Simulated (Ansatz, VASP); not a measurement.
## Ti: VASP beside Ansatz

```xyz
2
Lattice="2.8639 0.0000 0.0000 -1.4319 2.4802 0.0000 0.0000 0.0000 4.5400" Properties=species:S:1:pos:R:3 pbc="T T T"
Ti    0.0000    1.6535    1.1350
Ti    1.4319    0.8267    3.4050
```

Alike in both runs: task single point; functional LDA; k mesh 13 × 13 × 7; occupations fermi-dirac, width 0.01 eV; no spin polarisation.

|  | VASP | Ansatz |
| --- | --- | --- |
| version | VASP 6.6.1 | Ansatz 0.2.0 |
| potentials or method | VASP PAW LDA potentials, release 64 (Ti_sv) | plane waves (420 eV) with PAW, scalar-relativistic |
| plane-wave cutoff (eV) | 520 | 420 |
| valence electrons in the cell | 24 | 24 |

|  | VASP | Ansatz | Ansatz less VASP |
| --- | --- | --- | --- |
| pressure (GPa) | -0.4 | -0.2 | +0.18 |
| largest component of the traceless stress (GPa) | 0.43 | 0.40 | -0.035 |

Ansatz warned: «pseudo_functional_mismatch».
